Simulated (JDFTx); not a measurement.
Here is a JDFTx 1.7.0 (patched build) calculation.

GaN.in

```
lattice \
    6.0093290763    -3.0046645382     0.0000000000 \
    0.0000000000     5.2042316397     0.0000000000 \
    0.0000000000     0.0000000000     9.7623251598
coords-type Cartesian
ion Ga     3.0046645385     1.7347438797     4.8811625799 1
ion Ga    -0.0000000003     3.4694877600     0.0000000000 1
ion N      3.0046645385     1.7347438797     8.5420345148 1
ion N     -0.0000000003     3.4694877600     3.6608719349 1

ion-species pseudo/Ga.upf
ion-species pseudo/N.upf
elec-cutoff 42 336
elec-ex-corr gga-PBE
kpoint-folding 10 10 5
elec-smearing Fermi 0.0018374661
elec-n-bands 25
electronic-SCF nIterations 100 energyDiffThreshold 1e-09
electronic-minimize nIterations 30 energyDiffThreshold 1e-7
converge-empty-states yes
forces-output-coords Cartesian

dump-name run.$VAR
dump End Ecomponents EigStats BandEigs Kpoints Forces Stress ElecDensity Dtot KEdensity
```

Potentials or basis: PseudoDojo-SR-PBE-0.5-standard.

Run with:

```console
$ jdftx -c 1 -i GaN.in -o GaN.out
```

(1) Predict the largest force.

(2) What does it give for the pressure?

Answers

(1) 0.137 eV/Å.

(2) 7.5 GPa.

**Experimental background.**

From “Studying electronic properties in GaN without electrical contacts using γ-γ vs e−-γ Perturbed Angular Correlations”, 2019, pmc:6823545, for a bulk crystal of GaN: band gap 3.503 ± 0.005 eV (direct).

A measured gap of GaN is 3.503 eV (direct; quoted in “Studying electronic properties in GaN without electrical contacts using γ-γ vs e−-γ Perturbed Angular Correlations”, 2019, pmc:6823545); the calculated 2.01 eV misses it by -1.50 eV. Spin-orbit coupling on Ga is left out. The value is that of PBE, without temperature or zero-point motion. Semilocal functionals fall short of measured gaps as a rule.
